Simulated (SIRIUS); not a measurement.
Input of a SIRIUS 7.12.0 run:

sirius.json

```json
{
  "control": {
    "processing_unit": "cpu",
    "verbosity": 2,
    "num_bands_to_print": 14,
    "print_forces": true,
    "print_stress": true
  },
  "parameters": {
    "electronic_structure_method": "pseudopotential",
    "xc_functionals": ["XC_GGA_X_PBE_SOL", "XC_GGA_C_PBE_SOL"],
    "gk_cutoff": 9.0,
    "pw_cutoff": 18.0,
    "ngridk": [8, 8, 8],
    "shiftk": [0, 0, 0],
    "smearing": "fermi_dirac",
    "smearing_width": 0.0018374661,
    "num_bands": 14,
    "num_mag_dims": 0,
    "num_dft_iter": 100,
    "energy_tol": 1e-08,
    "density_tol": 1e-06
  },
  "iterative_solver": {
    "type": "davidson",
    "min_tolerance": 1e-10
  },
  "mixer": {
    "type": "anderson",
    "beta": 0.7,
    "max_history": 8
  },
  "settings": {
    "tol_ne": 1e-10,
    "pseudo_grid_cutoff": 6.5
  },
  "unit_cell": {
    "lattice_vectors": [
      [5.971534553817, 0.0, 0.0],
      [0.0, 5.971534553817, 0.0],
      [0.0, 0.0, 5.971534553817]
    ],
    "atom_coordinate_units": "lattice",
    "atom_types": ["Sb"],
    "atom_files": {
      "Sb": "Sb.json"
    },
    "atoms": {
      "Sb": [
        [0.0, 0.0, 0.0]
      ]
    }
  }
}
```

Potentials or basis: PseudoDojo 0.4.1 PBEsol standard (scalar relativistic).

Launch:

```bash
$ upf_to_json Sb.upf
$ OMP_NUM_THREADS=1 sirius.scf --input=sirius.json --output=out.json --task=0
```

(1) Predict the band gap on the k mesh.

(2) What does it give for the pressure?

Results:

(1) none (metal or under the smearing width).

(2) -4.7 GPa.
